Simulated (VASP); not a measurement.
Set up this calculation in VASP 6.6.1, as the native input.

- Task: relaxation of the atoms
- Functional: PBEsol
- Potentials or basis: VASP PAW PBE potentials, release 64 (Cu)
- Cutoff: 600 eV
- k mesh: 18 × 18 × 18
- Occupations: methfessel-paxton, width 0.1 eV
- Spin: no spin polarisation
- Further INCAR settings: ALGO = Normal; EDIFF = 1e-07; IBRION = 2; EDIFFG = -0.01; NSW = 40

The structure of Cu lies in POSCAR:

```
Cu                                      
1.0
    0.0000000000      1.7728813364      1.7728813364
    1.7728813364      0.0000000000      1.7728813364
    1.7728813364      1.7728813364      0.0000000000
  Cu            
     1
Direct
     0.0000000000000000    0.0000000000000000    0.0000000000000000
```

The cell isn't the ideal one: a relaxed cell with its volume scaled by 0.98.

One way to write it, as run:

INCAR

```
PREC     = Accurate       # precision mode
ENCUT    = 600            # plane-wave cutoff, eV
EDIFF    = 1E-7           # SCF threshold, eV
ISMEAR   = 1              # smearing method
SIGMA    = 0.1            # smearing width, eV
LREAL    = F              # projectors in reciprocal space
LASPH    = T              # aspherical terms in the spheres
NELM     = 80             # most SCF steps
ALGO     = Normal         # electronic algorithm
ISIF     = 2              # what is computed and relaxed
LWAVE    = F              # write WAVECAR
LCHARG   = F              # write CHGCAR
GGA      = PS             # functional
IBRION   = 2              # ionic algorithm
NSW      = 40             # ionic steps
EDIFFG   = -0.01          # ionic threshold
```

KPOINTS

```
Automatic mesh
0
Gamma
  18 18 18
```

Potentials or basis: VASP PAW PBE potentials, release 64 (Cu).

Run with:

```bash
$ cat potpaw_PBE.64/Cu/POTCAR > POTCAR
$ mpirun -np 1 vasp_std > vasp.out
```

Results of the run:

| Quantity | Value |
| --- | --- |
| Pressure after relaxing | 3.5 GPa |
| Band gap on the k mesh | none (metal or under the smearing width) |

Caveat: the relaxation stopped at its first step, so nothing moved; the PAW data sets were made with another functional, which shifts forces and pressure a little.

Run time: 8.6 s on 1 thread of Intel(R) Xeon(R) 6975P-C (Granite Rapids), with other jobs on the host, peak memory 0.14 GiB.
